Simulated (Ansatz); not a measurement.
A crystal relaxed with r2SCAN in the PAW code Ansatz has space group Fm-3m (No. 225) and a = 5.974 Å.

```tsv
atom	site	x	y	z
Xx	4a	0.0000	0.0000	0.0000
S	4b	0.5000	0.0000	0.0000
```

With r2SCAN the gap is 0.69 eV and direct, at L. With HSE06 the gap is 0.88 eV and direct, at L. With PBE the gap is 0.43 eV and direct, at L. Meshes: r2SCAN 8×8×8, HSE06 6×6×6, PBE 8×8×8. r2SCAN's ε∞ is 14.0 in all directions.

Question: Which element is Xx?
A. C
B. Si
C. Pb
D. Sn

Answer: C. Xx is Pb: PbS (rocksalt). Pb has 6 S at 2.99 Å; S has 6 Pb at 2.99 Å.

The values are computed, spin-unpolarised, and not measurements.

Spin-orbit coupling is left out; in compounds of Pb, Bi, Tl or Hg it can lower a gap by up to about 1 eV, split its edges or invert the bands.

The meshes of the hybrids are coarse, so their gaps aren't converged to the digits shown.
